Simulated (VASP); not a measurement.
Method: r2SCAN meta-GGA, VASP's PBE PAW potentials (set 64) (plane waves; VASP).

VASP input:

**INCAR**
```
ALGO  =  Normal
EDIFF  =  1E-7
EDIFFG  =  -0.01
ENCUT  =  520
IBRION  =  2
ISIF  =  4
ISMEAR  =  0
LASPH  =  .TRUE.
LCHARG  =  .FALSE.
LMIXTAU  =  .TRUE.
LREAL  =  .FALSE.
LWAVE  =  .FALSE.
METAGGA  =  R2SCAN
NELM  =  100
NSW  =  30
PREC  =  Accurate
SIGMA  =  0.05
SYSTEM  =  Li3N
```

File KPOINTS:
```
Regular mesh
0
Gamma
 7 7 6
0 0 0
```

**POSCAR**
```
Li3N
1
    1.8249127978    -3.1608419559     0.0000000000
    1.8249127978     3.1608419559     0.0000000000
    0.0000000000     0.0000000000     3.8930199719
Li N
3 1
Direct
  0.3333330000   0.6666670000   0.0000000000
  0.6666670000   0.3333330000   0.0000000000
  1.0000000000   0.0000000000   0.5000000000
  1.0000000000   0.0000000000   0.0000000000
```

POTCAR, in this order: Li_sv N (PBE.64 set). Program: vasp_std.

What VASP printed:

### OSZICAR
```
       N       E                     dE             d eps       ncg     rms          rms(c)
DAV:   1     0.544407825601E+02    0.54441E+02   -0.71691E+03   704   0.140E+03
DAV:   2    -0.154270310233E+02   -0.69868E+02   -0.65530E+02   950   0.267E+02
DAV:   3    -0.244196662778E+02   -0.89926E+01   -0.89495E+01  1085   0.825E+01
DAV:   4    -0.252878644693E+02   -0.86820E+00   -0.86688E+00  1119   0.217E+01
DAV:   5    -0.252975173983E+02   -0.96529E-02   -0.96521E-02   961   0.291E+00    0.904E+00
DAV:   6    -0.187549147712E+02    0.65426E+01   -0.16826E+01   843   0.210E+01    0.366E+00
DAV:   7    -0.176585064665E+02    0.10964E+01   -0.10518E+00   988   0.780E+00    0.197E+00
DAV:   8    -0.192193976959E+02   -0.15609E+01   -0.48565E-01   782   0.690E+00    0.859E-01
DAV:   9    -0.181767746654E+02    0.10426E+01   -0.37284E-01   719   0.746E+00    0.594E-01
DAV:  10    -0.181854097067E+02   -0.86350E-02   -0.47811E-02   953   0.232E+00    0.468E-01
DAV:  11    -0.181844436314E+02    0.96608E-03   -0.21703E-02   740   0.190E+00    0.354E-01
DAV:  12    -0.182086790794E+02   -0.24235E-01   -0.95738E-02   722   0.226E+00    0.261E-01
DAV:  13    -0.182116951564E+02   -0.30161E-02   -0.11494E-02   832   0.728E-01    0.825E-02
DAV:  14    -0.182111505526E+02    0.54460E-03   -0.96174E-04   803   0.372E-01    0.828E-02
DAV:  15    -0.182118959325E+02   -0.74538E-03   -0.67677E-04   770   0.272E-01    0.625E-02
DAV:  16    -0.182120420899E+02   -0.14616E-03   -0.52277E-04   761   0.176E-01    0.144E-02
DAV:  17    -0.182120463665E+02   -0.42766E-05   -0.14261E-04  1083   0.847E-02    0.249E-02
DAV:  18    -0.182120438903E+02    0.24762E-05   -0.31133E-05   804   0.388E-02    0.146E-02
DAV:  19    -0.182120282201E+02    0.15670E-04   -0.14751E-05   743   0.455E-02    0.866E-03
DAV:  20    -0.182120458293E+02   -0.17609E-04   -0.16144E-05   743   0.395E-02    0.210E-03
DAV:  21    -0.182120441313E+02    0.16980E-05   -0.10140E-06   934   0.118E-02    0.150E-03
DAV:  22    -0.182120454149E+02   -0.12836E-05   -0.14871E-07   803   0.391E-03    0.103E-03
DAV:  23    -0.182120463838E+02   -0.96887E-06   -0.17396E-07   755   0.335E-03    0.423E-04
DAV:  24    -0.182120462671E+02    0.11664E-06   -0.46372E-08   438   0.183E-03    0.207E-04
DAV:  25    -0.182120454699E+02    0.79723E-06   -0.79387E-09   403   0.971E-04    0.906E-05
DAV:  26    -0.182120456285E+02   -0.15859E-06   -0.43460E-09   406   0.743E-04    0.474E-05
DAV:  27    -0.182120453793E+02    0.24920E-06   -0.19651E-09   406   0.339E-04    0.345E-05
DAV:  28    -0.182120454438E+02   -0.64538E-07   -0.48559E-10   406   0.191E-04
   1 F= -.18212045E+02 E0= -.18212045E+02  d E =-.182120E+02
       N       E                     dE             d eps       ncg     rms          rms(c)
DAV:   1    -0.182122379211E+02   -0.19254E-03   -0.90817E-03   710   0.112E+00    0.678E-02
DAV:   2    -0.182121985798E+02    0.39341E-04   -0.10158E-04   854   0.124E-01    0.407E-02
DAV:   3    -0.182120728886E+02    0.12569E-03   -0.15182E-04   751   0.113E-01    0.531E-03
DAV:   4    -0.182121437820E+02   -0.70893E-04   -0.13571E-04   722   0.136E-01    0.628E-03
DAV:   5    -0.182121791859E+02   -0.35404E-04   -0.24432E-05   737   0.571E-02    0.258E-03
DAV:   6    -0.182121814258E+02   -0.22399E-05   -0.25811E-06   890   0.126E-02    0.148E-03
DAV:   7    -0.182121719959E+02    0.94299E-05   -0.36146E-06   740   0.174E-02    0.102E-03
DAV:   8    -0.182121780141E+02   -0.60182E-05   -0.59343E-07   731   0.978E-03    0.547E-04
DAV:   9    -0.182121769157E+02    0.10984E-05   -0.18857E-07   758   0.426E-03    0.142E-04
DAV:  10    -0.182121776022E+02   -0.68646E-06   -0.11672E-08   421   0.155E-03    0.559E-05
DAV:  11    -0.182121770800E+02    0.52218E-06   -0.45437E-09   397   0.842E-04    0.212E-05
DAV:  12    -0.182121772901E+02   -0.21012E-06   -0.65052E-10   397   0.261E-04    0.980E-06
DAV:  13    -0.182121772487E+02    0.41447E-07   -0.26311E-10   397   0.177E-04
   2 F= -.18212177E+02 E0= -.18212177E+02  d E =-.131805E-03
       N       E                     dE             d eps       ncg     rms          rms(c)
DAV:   1    -0.182122685241E+02   -0.91234E-04   -0.81285E-03   704   0.106E+00    0.641E-02
DAV:   2    -0.182122333391E+02    0.35185E-04   -0.90600E-05   854   0.117E-01    0.385E-02
DAV:   3    -0.182121218283E+02    0.11151E-03   -0.13820E-04   759   0.107E-01    0.514E-03
DAV:   4    -0.182121887567E+02   -0.66928E-04   -0.12010E-04   704   0.127E-01    0.597E-03
DAV:   5    -0.182122169495E+02   -0.28193E-04   -0.21215E-05   722   0.524E-02    0.242E-03
DAV:   6    -0.182122187202E+02   -0.17707E-05   -0.23091E-06   871   0.120E-02    0.143E-03
DAV:   7    -0.182122099566E+02    0.87636E-05   -0.33153E-06   722   0.165E-02    0.958E-04
DAV:   8    -0.182122153884E+02   -0.54318E-05   -0.50740E-07   734   0.901E-03    0.521E-04
DAV:   9    -0.182122143851E+02    0.10033E-05   -0.17139E-07   758   0.397E-03    0.131E-04
DAV:  10    -0.182122150430E+02   -0.65787E-06   -0.10215E-08   397   0.144E-03    0.519E-05
DAV:  11    -0.182122145752E+02    0.46775E-06   -0.38667E-09   391   0.762E-04    0.217E-05
DAV:  12    -0.182122147913E+02   -0.21606E-06   -0.60487E-10   394   0.253E-04    0.101E-05
DAV:  13    -0.182122147489E+02    0.42342E-07   -0.25038E-10   388   0.175E-04
   3 F= -.18212215E+02 E0= -.18212215E+02  d E =-.169305E-03
```

**OUTCAR**
```
------------------------ aborting loop because EDIFF is reached ----------------------------------------
  FORCE on cell =-STRESS in cart. coord.  units (eV):
  Direction    XX          YY          ZZ          XY          YZ          ZX
  --------------------------------------------------------------------------------------
  Total       -0.4479384     -0.4479385     -0.4528259     -0.0000000     -0.0000000     -0.0000000
  in kB      -15.9796526    -15.9796553    -16.1540090     -0.0000000     -0.0000000     -0.0000000
  external PRESSURE =     -16.0377723 kB  Pullay stress =       0.0000000 kB
  volume of cell :       44.91
      direct lattice vectors                 reciprocal lattice vectors
     1.822778032 -3.157144426 -0.000000000     0.274306576 -0.158370962  0.000000000
     1.822778032  3.157144426 -0.000000000     0.274306576  0.158370962  0.000000000
     0.000000000  0.000000000  3.902144025     0.000000000  0.000000000  0.256269372
 POSITION                                       TOTAL-FORCE (eV/Angst)
 -----------------------------------------------------------------------------------
      1.82278      1.05238     -0.00000         0.000000      0.000000      0.000000
      1.82278     -1.05238      3.90214        -0.000000     -0.000000      0.000000
      0.00000      0.00000      1.95107        -0.000000      0.000000      0.000000
      0.00000      0.00000      3.90214        -0.000000     -0.000000      0.000000
 -----------------------------------------------------------------------------------
    total drift:                                0.000000     -0.000000      0.000000
  FREE ENERGIE OF THE ION-ELECTRON SYSTEM (eV)
  ---------------------------------------------------
  free  energy   TOTEN  =       -18.2122147489 eV

  energy  without entropy=      -18.2122147489  energy(sigma->0) =      -18.21221475

 reached required accuracy - stopping structural energy minimisation
```
(Selected blocks of OUTCAR.)

File CONTCAR:
```
Li3N
   1.00000000000000
     1.8227780315582798   -3.1571444255785623   -0.0000000000000000
     1.8227780315582798    3.1571444255785623   -0.0000000000000000
     0.0000000000000000    0.0000000000000000    3.9021440246029551
  Li              N
     3     1
Direct
     0.3333330000000032    0.6666669999999968    0.0000000000000000
     0.6666669999999968    0.3333330000000032    1.0000000000000000
     0.0000000000000000    0.0000000000000000    0.5000000000000000
     0.0000000000000000    0.0000000000000000    1.0000000000000000
```

The compound is Li3N in the alpha structure. This cell is one point of a volume scan, at 1.03 of the reference volume. Symmetry was kept, so distortions that lower it aren't found.
